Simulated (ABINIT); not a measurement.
SnSe2:

```xyz
3
Lattice="3.8110 0.0000 0.0000 -1.9055 3.3004 0.0000 0.0000 0.0000 6.1360" Properties=species:S:1:pos:R:3 pbc="T T T"
Sn    0.0000    0.0000    0.0000
Se    1.9055    1.1001    4.6081
Se    0.0000    2.2003    1.5279
```

Base run:

```yaml
Program: ABINIT 10.8.3 (patched build)
Functional: PBEsol
Potentials_or_basis: JTH PAW PBE v2.0 sp
Cutoff: 408 eV
k_mesh: 8 × 8 × 5
Occupations: fermi-dirac, width 0.05 eV
Spin: no spin polarisation
```

Its results: band gap on the k mesh 0.71 eV, indirect (least direct gap 0.98 eV); largest force 0.661 eV/Å.

**Question.** After a change of settings the same cell gave: band gap on the k mesh 0.94 eV, indirect (least direct gap 1.32 eV); largest force 0.407 eV/Å. Which change was it?
A. functional from PBEsol to LDA-Teter; potentials or basis from JTH PAW PBE v2.0 sp to JTH PAW LDA v2.0; valence electrons from 16 to 26
B. functional from PBEsol to WC
C. functional from PBEsol to OLYP
D. functional from PBEsol to rPW86PBE; potentials or basis from JTH PAW PBE v2.0 sp to JTH PAW PBE v2.0; valence electrons from 16 to 26

**Answer.** C.

Caveats: the PAW data sets were made with another functional, which shifts forces and pressure a little; spin-orbit coupling is left out, which moves the levels of the heavy elements; this set keeps more shells in the core, which shifts pressures and gaps; an odd mesh through Γ misses points on the zone boundary, where band edges often lie.

Runs at the PBE level aren't shown here.
